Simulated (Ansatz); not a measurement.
I need a relaxation driven by ASE of MgTe, space group P6_3mc. Use the Python package of Ansatz (0.2.0). Use (first run): PBE, PAW, cutoff 510 eV, 4×4×2 k-points, Fermi-Dirac smearing of 0.01 eV.

```
Mg Te
1.0
     4.52000    0.00000    0.00000
    -2.26000    3.91443    0.00000
     0.00000    0.00000    7.33000
Mg Te
2 2
Direct
  0.33333 0.66667 0.00000
  0.66667 0.33333 0.50000
  0.33333 0.66667 0.38500
  0.66667 0.33333 0.88500
```

`ase_relax.py`:
```python
'''ASE drives the relaxation of MgTe.'''

import warnings

import ansatz as az
from ase import Atoms
from ase.calculators.calculator import Calculator, all_changes
from ase.filters import FrechetCellFilter
from ase.optimize import LBFGS
from ase.units import GPa
import numpy as np


class DFT(Calculator):
    implemented_properties = ['energy', 'free_energy', 'forces', 'stress']

    def calculate(self, atoms=None, properties=('energy',), system_changes=all_changes):
        super().calculate(atoms, properties, system_changes)
        bare = self.atoms.copy()
        bare.set_constraint()
        bare.set_momenta(None)
        job = (
            az.Crystal.from_ase(bare).calculation()
            .functional(az.Functional.PBE)
            .basis(510)
            .kpoints(4, 4, 2)
            .occupations('fermi_dirac', width=0.01)
            .forces()
            .stress()
        )
        report = job.run().report
        self.results['energy'] = self.results['free_energy'] = report['lagrangian_ev']
        self.results['forces'] = np.array(report['forces_ev_ang'])
        s = -np.array(report['stress_gpa']) * GPa  # ASE counts tension as positive
        self.results['stress'] = s[[0, 1, 2, 1, 0, 0], [0, 1, 2, 2, 2, 1]]


def main() -> None:
    warnings.simplefilter('ignore')
    atoms = Atoms(
        ['Mg', 'Mg', 'Te', 'Te'],
        cell=[(4.52, 0.0, 0.0), (-2.26, 3.914435, 0.0), (0.0, 0.0, 7.33)],
        scaled_positions=[
            (1 / 3, 2 / 3, 0.0),
            (2 / 3, 1 / 3, 0.5),
            (1 / 3, 2 / 3, 0.385),
            (2 / 3, 1 / 3, 0.885),
        ],
        pbc=True,
    )
    atoms.calc = DFT()
    before = atoms.get_potential_energy(), atoms.get_volume()
    target = FrechetCellFilter(atoms)
    optimiser = LBFGS(target, logfile=None)


    def tell():
        fmax = np.linalg.norm(target.get_forces(), axis=1).max()
        print(f'step {optimiser.nsteps:2d}  E = {atoms.get_potential_energy():.5f} eV  fmax = {fmax:.4f}  V = {atoms.get_volume():.3f} A^3')


    optimiser.attach(tell)
    met = optimiser.run(fmax=0.03, steps=12)
    print('threshold met:', bool(met), ' energy gained:', round(before[0] - atoms.get_potential_energy(), 5), 'eV')
    print('cell lengths and angles:', np.round(atoms.cell.cellpar(), 3))
    print(np.round(atoms.get_scaled_positions(), 4))


if __name__ == '__main__':
    main()
```

```console
$ python ase_relax.py
step  0  E = -17810.95080 eV  fmax = 0.6043  V = 129.691 A^3
step  1  E = -17810.96470 eV  fmax = 0.5392  V = 130.386 A^3
step  2  E = -17811.02114 eV  fmax = 0.1839  V = 136.295 A^3
step  3  E = -17811.02231 eV  fmax = 0.1569  V = 136.946 A^3
step  4  E = -17811.02374 eV  fmax = 0.1001  V = 137.784 A^3
step  5  E = -17811.02470 eV  fmax = 0.0434  V = 138.272 A^3
step  6  E = -17811.02505 eV  fmax = 0.0214  V = 138.285 A^3
threshold met: True  energy gained: 0.07425 eV
cell lengths and angles: [  4.628   4.628   7.456  90.     90.    120.   ]
[[0.3333 0.6667 0.0033]
 [0.6667 0.3333 0.5033]
 [0.3333 0.6667 0.3817]
 [0.6667 0.3333 0.8817]]
```

Absolute energies stand on the zero of these potentials, so only differences at equal settings mean something. A total without «per atom» is that of the cell as typed. The calculator gives ASE the free energy under both names; ASE's own meaning of energy is the limit of zero smearing. The starting cell is as deposited in a crystallographic database; the results hold for this polymorph, which needn't be the stable one. Finished in 20 s on 1 thread of Arm Neoverse V1, with other jobs on the host, peak memory 0.48 GiB.
